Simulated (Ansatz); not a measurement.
**ZnAu: what symmetry allows forces and stress to be**

```
Zn Au
1.0
     3.14700    0.00000    0.00000
     0.00000    3.14700    0.00000
     0.00000    0.00000    3.14700
Zn Au
1 1
Direct
  0.50000 0.50000 0.57150
  0.00000 0.00000 0.00000
```

Method: Ansatz 0.2.0, DFT PBE, scalar-relativistic, plane waves, PAW.

Settings: cutoff 420 eV, Γ-centred mesh 12×12×12 on the computed 2-atom cell, Gaussian smearing of 0.10 eV; no spin polarisation.

This distorted cell has space group P4mm, with 8 operations.

Problem. Without a calculation: in which directions can each atom feel a force?

Solution. A force must be left unchanged by every operation that keeps its atom in place, so it lies in the space that those operations leave fixed. Atoms that the group maps onto each other feel forces of one size.
```
atom site symmetry operations at the site equivalent to atom allowed force (Cartesian)
 Zn1            4mm                       8                   1   along (0.00, 0.00, 1.00)
 Au2            4mm                       8                   2   along (0.00, 0.00, 1.00)
```

That leaves 2 independent force components of 6, tied by 1 condition that the forces sum to zero, so 1 remains. A relaxation in this cell that keeps the symmetry moves the atoms in these directions alone.

Problem. And the stress tensor?

Solution. It must be invariant under the point group, which leaves 2 independent components: yz, xz, xy vanish; xx = yy.

Problem. Do the computed values obey this?

Solution. Yes. Forces (eV/Å):
```
Zn1  0.000  0.000 -0.847
Au2  0.000  0.000  0.847
```

Stress (GPa, compression positive, xx yy zz yz xz xy): 8.23 8.23 5.85 0.00 0.00 0.00. The program imposes the same operations on density, forces and stress, so this confirms the analysis and is no independent test of the calculation.

Spin–orbit coupling is left out, which can shift energies with elements as heavy as these.